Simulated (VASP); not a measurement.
# TiN (Fm-3m) in VASP: relaxation of cell and atoms with SCAN

Aim: the relaxation of cell and atoms of TiN with SCAN.

All numbers are computed with VASP 6.6.1; they aren't measurements. Logs are shortened: lines on timing, memory, paths and dates and some standing lists are left out, and cuts for length are marked.

### 1 Starting point

Symmetry: Fm-3m, No. 225, cubic system. The conventional cell has a = 4.240 Å, b = 4.240 Å, c = 4.240 Å, α = 90.00°, β = 90.00°, γ = 90.00°. Ti (site symmetry m-3m) is surrounded by 6 N at 2.12 Å. N (site symmetry m-3m) has 6 Ti at 2.12 Å as nearest neighbours.

The cell was built by a generator and needn't be a form met in nature.

### 2 Relaxation of cell and atoms, SCAN

INCAR reads:

```
SYSTEM = TiN
PREC = Accurate
ENCUT = 600
EDIFF = 1E-6
ISMEAR = 1
SIGMA = 0.2
LREAL = .False.
LASPH = .True.
NELM = 80
ALGO = Normal
ISIF = 3
LWAVE = .False.
LCHARG = .False.
METAGGA = SCAN
LMIXTAU = .True.
IBRION = 2
NSW = 40
EDIFFG = -0.01
KPAR = 4
```

KPOINTS reads:

```
Automatic mesh
0
Gamma
  16 16 16
  0 0 0
```

POSCAR reads:

```
TiN
1.0
    0.0000000000      2.1200000000      2.1200000000
    2.1200000000      0.0000000000      2.1200000000
    2.1200000000      2.1200000000      0.0000000000
Ti N
1 1
Direct
    0.0000000000      0.0000000000      0.0000000000
    0.5000000000      0.5000000000      0.5000000000
```

Potentials or basis: VASP PAW PBE potentials, release 64 (Ti_sv, N).

On the command line:

```bash
$ cat potpaw_PBE.64/Ti_sv/POTCAR potpaw_PBE.64/N/POTCAR > POTCAR
$ mpirun -np 4 vasp_std > vasp.out
```

OUTCAR:

```text
SYSTEM = TiN
   PREC = Accurate
   ENCUT = 600
   EDIFF = 1E-6
   ISMEAR = 1
   LREAL = .False.
   LASPH = .True.
   NELM = 80
   ISIF = 3
   METAGGA = SCAN
   IBRION = 2
   NSW = 40
   EDIFFG = -0.01

 ion  position               nearest neighbor table
   1  0.000  0.000  0.000-   2 2.12   2 2.12   2 2.12   2 2.12   2 2.12   2 2.12
   2  0.500  0.500  0.500-   1 2.12   1 2.12   1 2.12   1 2.12   1 2.12   1 2.12

  LATTYP: Found a face centered cubic cell.
 ALAT       =     4.2400000000

  Lattice vectors:

 A1 = (   0.0000000000,   2.1200000000,   2.1200000000)
 A2 = (   2.1200000000,   0.0000000000,   2.1200000000)
 A3 = (   2.1200000000,   2.1200000000,   0.0000000000)

Analysis of symmetry for initial positions (statically):
=====================================================================
 Subroutine PRICEL returns:
 Original cell was already a primitive cell.

 Routine SETGRP: Setting up the symmetry group for a
 face centered cubic supercell.

 Subroutine GETGRP returns: Found 48 space group operations
 (whereof 48 operations were pure point group operations)
 out of a pool of 48 trial point group operations.

The static configuration has the point symmetry O_h .

Analysis of symmetry for dynamics (positions and initial velocities):
=====================================================================
 Subroutine PRICEL returns:
 Original cell was already a primitive cell.

 Routine SETGRP: Setting up the symmetry group for a
 face centered cubic supercell.

 Subroutine GETGRP returns: Found 48 space group operations
 (whereof 48 operations were pure point group operations)
 out of a pool of 48 trial point group operations.

The dynamic configuration has the point symmetry O_h .

 Subroutine INISYM returns: Found 48 space group operations
 (whereof 48 operations are pure point group operations),
 and found     1 'primitive' translations

----------------------------------------------------------------------------------------

                                     Primitive cell

  volume of cell :      19.0563

  direct lattice vectors                    reciprocal lattice vectors
     0.000000000  2.120000000  2.120000000    -0.235849057  0.235849057  0.235849057
     2.120000000  0.000000000  2.120000000     0.235849057 -0.235849057  0.235849057
     2.120000000  2.120000000  0.000000000     0.235849057  0.235849057 -0.235849057

  length of vectors
     2.998132752  2.998132752  2.998132752     0.408502549  0.408502549  0.408502549

  position of ions in fractional coordinates (direct lattice)
     0.000000000  0.000000000  0.000000000
     0.500000000  0.500000000  0.500000000

  ion indices of the primitive-cell ions
   primitive index   ion index
                 1           1
                 2           2

----------------------------------------------------------------------------------------

 KPOINTS: Automatic mesh

Automatic generation of k-mesh.
 Grid dimensions read from file:
 generate k-points for:   16   16   16

 Generating k-lattice:

  Cartesian coordinates                     Fractional coordinates (reciprocal lattice)
    -0.014740566  0.014740566  0.014740566     0.062500000  0.000000000  0.000000000
     0.014740566 -0.014740566  0.014740566     0.000000000  0.062500000  0.000000000
     0.014740566  0.014740566 -0.014740566     0.000000000  0.000000000  0.062500000

  Length of vectors
     0.025531409  0.025531409  0.025531409

  Shift w.r.t. Gamma in fractional coordinates (k-lattice)
     0.000000000  0.000000000  0.000000000

 Subroutine IBZKPT returns following result:
 ===========================================

 Found    145 irreducible k-points:

 Following reciprocal coordinates:
            Coordinates               Weight
  0.000000  0.000000  0.000000      1.000000
  0.062500  0.000000  0.000000      8.000000
  0.125000  0.000000  0.000000      8.000000
  0.187500  0.000000  0.000000      8.000000
  0.250000  0.000000  0.000000      8.000000
  0.312500  0.000000  0.000000      8.000000
[... 16 lines left out ...]
 -0.125000  0.062500  0.000000     24.000000
 -0.062500  0.062500  0.000000     12.000000
 [... further k-points ...]
   k-points           NKPTS =    145   k-points in BZ     NKDIM =    145   number of bands    NBANDS=     12
   number of dos      NEDOS =    301   number of ions     NIONS =      2
   total plane-waves  NPLWV =  13824
   dimension x,y,z NGX =    24 NGY =   24 NGZ =   24
   dimension x,y,z NGXF=    48 NGYF=   48 NGZF=   48
   ions per type =               1   1
   NGX,Y,Z   is equivalent  to a cutoff of  13.31, 13.31, 13.31 a.u.
   NGXF,Y,Z  is equivalent  to a cutoff of  26.62, 26.62, 26.62 a.u.
 SYSTEM =  TiN
   PREC   = accura    normal or accurate (medium, high low for compatibility)
   ISTART =      0    job   : 0-new  1-cont  2-samecut
   ICHARG =      2    charge: 1-file 2-atom 10-const
   ISPIN  =      1    spin polarized calculation?
   LNONCOLLINEAR =      F non collinear calculations
   LSORBIT =      F    spin-orbit coupling
   LASPH  =      T    aspherical Exc in radial PAW
   ENCUT  =  600.0 eV  44.10 Ry    6.64 a.u.   5.99  5.99  5.99*2*pi/ulx,y,z
   NELM   =     80;   NELMIN=  2; NELMDL= -5     # of ELM steps
   EDIFF  = 0.1E-05   stopping-criterion for ELM
   LREAL  =      F    real-space projection
   EDIFFG = -.1E-01   stopping-criterion for IOM
   NSW    =     40    number of steps for IOM
   IBRION =      2    ionic relax: 0-MD 1-quasi-New 2-CG
   NFREE  =      1    steps in history (QN), initial steepest desc. (CG)
   ISIF   =      3    stress and relaxation
   ISYM   =      2    0-nonsym 1-usesym 2-fastsym
   POTIM  = 0.5000    time-step for ionic-motion
   TEBEG  =    0.0;   TEEND  =   0.0 temperature during run
   PSTRESS=    0.0 pullay stress
   NELECT =      17.0000    total number of electrons
   NUPDOWN=      -1.0000    fix difference up-down
   EMIN   =  10.00;   EMAX   =-10.00  energy-range for DOS
   EFERMI =   0.00;   METHOD = LEGACY
   ISMEAR =     1;   SIGMA  =   0.20  broadening in eV -4-tet -1-fermi 0-gaus
   EFERMI_NEDOS =   21; number of points for ismear=-14 and -15
   IALGO  =     38    algorithm
   IMIX   =      4    mixing-type and parameters
     AMIX     =   0.40;   BMIX     =  1.00
     AMIX_MAG =   1.60;   BMIX_MAG =  1.00
  volume/ion in A,a.u.               =       9.53        64.30
  Fermi-wavevector in a.u.,A,eV,Ry     =   1.575960  2.978133 33.792122  2.483651
  Thomas-Fermi vector in A             =   2.676865
   LORBIT       =      0    0 simple, 1 ext, 2 COOP (PROOUT), +10 PAW based schemes
   METAGGA = SCAN    functional components
   LHFCALC =     F    Hartree Fock is set to
   AEXX    =    0.0000 exact exchange contribution
   IVDW    =     0    specifies the selected vdW correction
   LEPSILON=     F    determine dielectric tensor
   LRPA    =     F    only Hartree local field effects (RPA)
 conjugate gradient relaxation of ions
 non-spin polarized calculation
 Methfessel and Paxton  Order N= 1 SIGMA  =   0.20
  energy-cutoff  :      600.00
  volume of cell :       19.06
 maximum number of plane-waves:       652
   NGX = 11   NGY = 11   NGZ = 11

--------------------------------------- Ionic step        1  -------------------------------------------

 number of electron      17.0000002 magnetization

 Free energy of the ion-electron system (eV)
  ---------------------------------------------------
  ext. energy  EPLUGINS =         0.00000000
  ---------------------------------------------------
  free energy    TOTEN  =       -29.31426549 eV

  energy without entropy =      -29.31329420  energy(sigma->0) =      -29.31394173

------------------------ aborting loop because EDIFF is reached ----------------------------------------

  FORCE on cell =-STRESS in cart. coord.  units (eV):
  Direction    XX          YY          ZZ          XY          YZ          ZX
  --------------------------------------------------------------------------------------
  -------------------------------------------------------------------------------------
  Total       -0.0805677     -0.0805677     -0.0805677      0.0000000      0.0000000      0.0000000
  in kB       -6.7738224     -6.7738224     -6.7738224      0.0000000      0.0000000      0.0000000
  external PRESSURE =      -6.7738224 kB  Pullay stress =       0.0000000 kB

 VOLUME and BASIS-vectors are now :
 -----------------------------------------------------------------------------
  energy-cutoff  :      600.00
  volume of cell :       19.06
      direct lattice vectors                 reciprocal lattice vectors
     0.000000000  2.120000000  2.120000000    -0.235849057  0.235849057  0.235849057
     2.120000000  0.000000000  2.120000000     0.235849057 -0.235849057  0.235849057
     2.120000000  2.120000000  0.000000000     0.235849057  0.235849057 -0.235849057
[... 37 lines left out ...]
 POSITION                                       TOTAL-FORCE (eV/Angst)
 -----------------------------------------------------------------------------------
      0.00000      2.11588      2.11588         0.000000      0.000000     -0.000000
      2.11588      2.11588      2.11588         0.000000      0.000000      0.000000
 -----------------------------------------------------------------------------------
    total drift:                               -0.000000     -0.000000     -0.000000

  FREE ENERGIE OF THE ION-ELECTRON SYSTEM (eV)
  ---------------------------------------------------
  free  energy   TOTEN  =       -29.3151412285 eV

  energy  without entropy=      -29.3141406641  energy(sigma->0) =      -29.31480771

--------------------------------------- Ionic step        3  -------------------------------------------

 number of electron      17.0000001 magnetization

 Free energy of the ion-electron system (eV)
  ---------------------------------------------------
  ext. energy  EPLUGINS =         0.00000000
  ---------------------------------------------------
  free energy    TOTEN  =       -29.31476296 eV

  energy without entropy =      -29.31377983  energy(sigma->0) =      -29.31443525

 E-fermi :  11.6730     XC(G=0): -13.9633

 val. band max:       11.6383855360   @ k =   0.1250   0.0000   0.0000
 cond. band min:      11.6794415814   @ k =  -0.3125   0.4375   0.1250
 fundamental gap:      0.0410560454
 Fermi energy:        11.6729723853

 k-point     1 :       0.0000    0.0000    0.0000
  band No.  band energies     occupation
      1     -48.8299      2.00000
      2     -23.6985      2.00000
      3     -23.6985      2.00000
      4     -23.6985      2.00000
      5      -6.6566      2.00000
      6       9.3003      2.00000
      7       9.3003      2.00000
      8       9.3003      2.00000
      9      11.0546      2.00011
     10      11.0546      2.00011
     11      11.0546      2.00011
     12      12.2761     -0.00017

 k-point     2 :       0.0625    0.0000    0.0000
  band No.  band energies     occupation
      1     -48.8262      2.00000
      2     -23.7252      2.00000
      3     -23.7006      2.00000
      4     -23.7006      2.00000
      5      -6.5798      2.00000
      6       8.8621      2.00000
      7       8.9741      2.00000
      8       8.9741      2.00000
      9      11.1699      2.00216
     10      11.1699      2.00216
     11      11.2718      2.01569
     12      12.6206     -0.00000
[... 316 lines left out ...]
 k-point    24 :      -0.0625    0.0625    0.0000
  band No.  band energies     occupation
      1     -48.8202      2.00000
      2     -23.7620      2.00000
      3     -23.7146      2.00000
      4     -23.6993      2.00000
      5      -6.4558      2.00000
      6       8.2232      2.00000
      7       8.4566      2.00000
      8       8.7958      2.00000
      9      11.1755      2.00245
     10      11.4344      2.07059
     11      11.5766      1.71968
     12      12.7165     -0.00000

 [... further k-points ...]
[... 5 lines left out ...]
  --------------------------------------------------------------------------------------
  -------------------------------------------------------------------------------------
  Total        0.0001934      0.0001934      0.0001934      0.0000000      0.0000000      0.0000000
  in kB        0.0162997      0.0162997      0.0162997      0.0000000      0.0000000      0.0000000
  external PRESSURE =       0.0162997 kB  Pullay stress =       0.0000000 kB

 VOLUME and BASIS-vectors are now :
 -----------------------------------------------------------------------------
  energy-cutoff  :      600.00
  volume of cell :       19.01
      direct lattice vectors                 reciprocal lattice vectors
     0.000000000  2.118338075  2.118338075    -0.236034090  0.236034090  0.236034090
     2.118338075  0.000000000  2.118338075     0.236034090 -0.236034090  0.236034090
     2.118338075  2.118338075 -0.000000000     0.236034090  0.236034090 -0.236034090

 POSITION                                       TOTAL-FORCE (eV/Angst)
 -----------------------------------------------------------------------------------
      0.00000      0.00000      0.00000         0.000000      0.000000     -0.000000
      2.11834      2.11834      2.11834         0.000000      0.000000      0.000000
 -----------------------------------------------------------------------------------
    total drift:                                0.000000     -0.000000     -0.000000

  FREE ENERGIE OF THE ION-ELECTRON SYSTEM (eV)
  ---------------------------------------------------
  free  energy   TOTEN  =       -29.3147629633 eV

  energy  without entropy=      -29.3137798310  energy(sigma->0) =      -29.31443525

 reached required accuracy - stopping structural energy minimisation
```

It took 64 s on 4 MPI ranks of Intel Xeon 6975P-C (Granite Rapids), shared host; peak memory 0.16 GiB.

Results:

| Item | Value |
| --- | --- |
| Free energy | -29.3148 eV |
| Relaxed volume | 9.51 Å³/atom |
| Relaxed cell | a = 2.996 Å, b = 2.996 Å, c = 2.996 Å, α = 60.00°, β = 60.00°, γ = 60.00° |
| Space group after relaxing (to 0.05 Å) | Fm-3m (No. 225) |
| Energy gained by relaxing | 0.2 meV/atom |
| Ionic steps | 3 |
| Pressure after relaxing | 0.0 GPa |
| Band gap on the k mesh | none (metal or under the smearing width) |

Step by step:
```csv
step,energy change (eV),largest force (eV/Å),pressure (GPa),volume (Å³)
1,0.0000,0.0000,-0.68,19.06
2,-0.0009,0.0000,1.01,18.95
3,-0.0005,0.0000,0.00,19.01
```

Final structure:
```yaml
crystal:
  lattice:
    - [0.00000, 2.11834, 2.11834]
    - [2.11834, 0.00000, 2.11834]
    - [2.11834, 2.11834, 0.00000]
  atoms:
    - { symbol: Ti, position: [0.00000, 0.00000, 0.00000] }
    - { symbol: N, position: [0.50000, 0.50000, 0.50000] }
```

Caveat: the PAW data sets were made with another functional, which shifts forces and pressure a little.
